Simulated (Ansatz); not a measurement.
# MgO: relaxed-ion elastic tensor

The calculation used DFT PBE, scalar-relativistic, plane waves, PAW in Ansatz 0.2.0. Cutoff 420 eV, 12×12×4 k-points (Γ-centred), fixed occupations. No spin polarisation.

Relaxed structure:
```
CELL_PARAMETERS angstrom
2.98205 0.00000 0.00000
-1.49102 2.58253 0.00000
0.00000 0.00000 10.07872
ATOMIC_POSITIONS crystal
Mg 0.66667 0.33333 0.87805
Mg 0.33333 0.66667 0.12195
Mg 0.33333 0.66667 0.37805
Mg 0.66667 0.33333 0.62195
O 0.00000 0.00000 0.00000
O 0.00000 0.00000 0.50000
O 0.66667 0.33333 0.25000
O 0.33333 0.66667 0.75000
```

The cell was found from a structure generator's guess, not taken from experiment.

(1) Give the relaxed-ion elastic constants (GPa, Voigt order xx yy zz yz xz xy, on the Cartesian axes of the cell above).

(2) Is the crystal stable against homogeneous strain?

(3) And the moduli of a polycrystal (Hill averages)?

Results:

(1)
```
318.9  81.4  31.0   0.0   0.0   0.0
 81.4 318.9  31.0   0.0   0.0   0.0
 30.9  30.9 392.4   0.0   0.0   0.0
  0.0   0.0   0.0  66.2   0.0   0.0
  0.0   0.0   0.0   0.0  66.2   0.0
  0.0   0.0   0.0   0.0   0.0 118.8
```

(2) Yes: the least eigenvalue of the tensor is 66.2 GPa.

(3) B = 146 GPa, G = 102 GPa, E = 249 GPa, ν = 0.22.
